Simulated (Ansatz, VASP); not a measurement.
One calculation of AlN, two programs

Contents of INCAR:

```
PREC = Accurate
ENCUT = 520
EDIFF = 1E-7
ISMEAR = 0
SIGMA = 0.05
LREAL = False
LASPH = True
NELM = 60
ALGO = Normal
ISIF = 2
LWAVE = False
LCHARG = False
GGA = PE
NBANDS = 11
```

The input KPOINTS:

```
regular mesh
0
Gamma
  10 10 10
```

The input POSCAR:

```
AlN
1.0
    0.0000000000      2.1839935596      2.1839935596
    2.1839935596      0.0000000000      2.1839935596
    2.1839935596      2.1839935596      0.0000000000
Al N
1 1
Direct
    0.0000000000      0.0000000000     -0.1456955082
    0.7500000000      0.7500000000      0.7500000000
```

Input for Ansatz:

```yaml
crystal:
  lattice:
    - [0.0, 2.1839935596, 2.1839935596]
    - [2.1839935596, 0.0, 2.1839935596]
    - [2.1839935596, 2.1839935596, 0.0]
  atoms:
    - { symbol: Al, position: [0.0, 0.0, -0.1456955082] }
    - { symbol: "N", position: [0.75, 0.75, 0.75] }
basis:
  ecutwfc: 520.0
kpoints:
  mp_grid: { grid: [10, 10, 10] }
hamiltonian:
  xc: pbe
scf:
  occupations: { method: gaussian, width: 0.05 }
output:
  forces: true
  stress: true
  eigenvalues: true
  write_density: true
  write_potential: true
  elf: true
  volumetric_format: npy
```

Alike in both runs: task single point; functional PBE; k mesh 10 × 10 × 10; occupations gaussian, width 0.05 eV; no spin polarisation.

```csv
,VASP,Ansatz
version,VASP 6.6.1,Ansatz 0.2.0
potentials or method,"VASP PAW PBE potentials, release 64 (Al, N)","scalar-relativistic, plane waves, PAW"
plane-wave cutoff (eV),520,520
valence electrons in the cell,8,8
```

|  | VASP | Ansatz | Ansatz less VASP |
| --- | --- | --- | --- |
| gap on the k mesh at the Fermi level (eV) | 2.33 | 2.34 | +0.016 |
| least direct gap on the mesh (eV) | 2.94 | 2.94 | -0.004 |
| rms of the force components (eV/Å) | 6.584 | 6.540 | -0.0446 |

Atom by atom the forces differ by 0.045 eV/Å (rms over components).

Caveats: forces of over 1 eV/Å show positions far from the minimum, so gaps and moduli don't describe the material at rest. A k mesh can miss the band edges.
